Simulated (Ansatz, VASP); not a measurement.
## Nb: VASP beside Ansatz

The input INCAR:

```
  PREC = Accurate
  ENCUT = 520
  EDIFF = 1E-8
  ISMEAR = -1
  SIGMA = 0.03
  LREAL = F
  LASPH = T
  NELM = 80
  ALGO = Normal
  ISIF = 2
  LWAVE = F
  LCHARG = F
  LEFG = T
  NBANDS = 12
```

Contents of KPOINTS:

```
Automatic mesh
0
Gamma
  13 13 13
```

Contents of POSCAR:

```
Nb
1.0
    0.0000000000      2.1220266297      2.1220266297
    2.1220266297      0.0000000000      2.1220266297
    2.1220266297      2.1220266297      0.0000000000
Nb
1
Direct
    0.0000000000      0.0000000000      0.0000000000
```

Input for Ansatz:

```yaml
crystal:
  lattice:
    - [0.0, 2.1220266297, 2.1220266297]
    - [2.1220266297, 0.0, 2.1220266297]
    - [2.1220266297, 2.1220266297, 0.0]
  atoms:
    - { symbol: Nb, position: [0.0, 0.0, 0.0] }
kpoints:
  mp_grid: { grid: [13, 13, 13] }
scf:
  occupations: { method: fermi_dirac, width: 0.03 }
hamiltonian:
  xc: lda
  pseudopotentials: { kind: all_electron, datasets: crystal }
output:
  forces: true
  stress: true
  eigenvalues: true
  efg: { contact_densities: true }
```

Change from the starting cell: volume scaled by 1.01, crystal datasets.

Alike in both runs: task electric field gradients; functional LDA; k mesh 13 × 13 × 13; occupations fermi-dirac, width 0.03 eV; no spin polarisation.

```csv
,VASP,Ansatz
version,VASP 6.6.1,Ansatz 0.2.0
potentials or method,"VASP PAW LDA potentials, release 64 (Nb_sv)","all-electron PAW with datasets made for the crystal, scalar-relativistic"
plane-wave cutoff (eV),520,see its input
```

VASP gave:

- pressure (GPa): -11.8
- Vzz of the field gradient on the site that differs most (V/Å²): 0.0

Problem. Estimate Ansatz's values.

Solution. Pressure (GPa): -11.7; Vzz of the field gradient on the site that differs most (V/Å²): 0.0.

Ansatz ran all-electron here, so the differences hold the error of VASP's frozen core and of both bases. Ansatz warned: «gradients_without_spin_orbit».
